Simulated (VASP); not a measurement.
The system is MoS2.

```
Mo S
1.0
     3.22746    0.00000    0.00000
    -1.61373    2.79507    0.00000
     0.00000    0.00000    6.31247
Mo S
1 2
Direct
  0.00000 0.00000 0.50000
  0.66667 0.33333 0.74468
  0.33333 0.66667 0.25532
```

Measurements of this composition are mostly on another form, of space group No. 194.

```yaml
Program: VASP 6.6.1
Task: relaxation of cell and atoms
Functional: PBEsol
Potentials_or_basis: VASP PAW PBE potentials, release 64 (Mo_sv, S)
Cutoff: 600 eV
k_mesh: 8 × 8 × 4
Occupations: fermi-dirac, width 0.05 eV
Spin: no spin polarisation
```

At the start: pressure -3.4 GPa; volume 18.98 Å³/atom.

Problem. How do energy, volume and symmetry change on relaxing?

Solution. Over 24 steps the energy falls by 18.0 meV/atom and the volume is 17.18 Å³/atom (-9.5 %); space group P-3m1 (No. 164, to 0.05 Å).

The path:
```tsv
step	energy change (eV)	largest force (eV/Å)	pressure (GPa)	volume (Å³)
1	0.0000	0.0129	-3.38	56.94
2	-0.0044	0.8578	4.78	53.71
3	-0.0229	0.4425	0.68	55.21
4	-0.0414	0.1320	0.00	54.62
5	-0.0423	0.0534	-0.20	54.46
6	-0.0423	0.0453	-0.22	54.44
7	-0.0430	0.0746	0.07	54.22
8	-0.0436	0.1298	0.64	53.81
9	-0.0438	0.1257	0.62	53.79
10	-0.0444	0.1126	0.55	53.72
11	-0.0455	0.0863	0.43	53.58
12	-0.0473	0.0340	0.18	53.29
13	-0.0493	0.0691	-0.27	52.71
14	-0.0495	0.1118	-0.44	52.48
15	-0.0502	0.0991	-0.26	52.26
16	-0.0512	0.0717	0.13	51.79
17	-0.0505	0.0187	1.02	50.84
18	-0.0514	0.0519	0.40	51.51
19	-0.0521	0.0523	0.29	51.53
20	-0.0535	0.0534	-0.06	51.58
21	-0.0529	0.0474	-0.76	51.67
22	-0.0539	0.0525	-0.29	51.61
23	-0.0540	0.0207	0.21	51.49
24	-0.0540	0.0039	0.04	51.53
```

Final structure:
```
CELL_PARAMETERS angstrom
3.15580 0.00000 0.00000
-1.57790 2.73300 0.00000
0.00000 0.00000 5.97448
ATOMIC_POSITIONS crystal
Mo 0.00000 0.00000 0.50000
S 0.66667 0.33333 0.76370
S 0.33333 0.66667 0.23630
```

Caveat: the PAW data sets were made with another functional, which shifts forces and pressure a little; this functional lacks dispersion, which binds the layers, so the pressure and a relaxed spacing across them are unreliable.
